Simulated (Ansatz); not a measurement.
This run works on a generated trial structure, not on a known crystal.

Input and command of a plane-wave DFT calculation in Ansatz:

```yaml
crystal:
  lattice:
    - [-2.2566375, 2.2566375, 3.47384159]
    - [2.2566375, -2.2566375, 3.47384159]
    - [2.2566375, 2.2566375, -3.47384159]
  atoms:
    - { symbol: Mn, position: [0.5, 0.5, 0.0], spin: 4.0 }
    - { symbol: Mn, position: [0.0, 0.0, 0.0], spin: 4.0 }
    - { symbol: As, position: [0.72770588, 0.72770588, 0.0] }
    - { symbol: As, position: [0.27229412, 0.27229412, 0.0] }
basis:
  ecutwfc: 420
kpoints:
  mp_grid: { grid: [6, 6, 6] }
hamiltonian:
  xc: pbe
scf:
  occupations: { method: gaussian, width: 0.2 }
  lower_state_search: "off"
output:
  forces: true
  stress: true
  eigenvalues: true
  populations: true
magnetization:
  spin_polarized: true
relax:
  adjacent_minimum: "off"
  f_tol: 0.08
  max_steps: 16
  cell: { stress_tol: 0.8 }
```

```bash
ansatz run input.yaml --threads 1 --pin off --max-ram 2560MiB --backend cpu --events-out ev --progress --plain --runs-dir out
```

Processor: AMD EPYC 9R45 96-Core Processor (Zen 5), 1 thread, on a host shared with other jobs.

Q: Estimate time, memory and problem size.

A: About 110 s, peak memory 0.52 GiB. It solves 41 bands at 30 k points (after reduction by symmetry) with about 1413 plane waves (on the last cell), in 215 SCF iterations over 16 ionic steps.
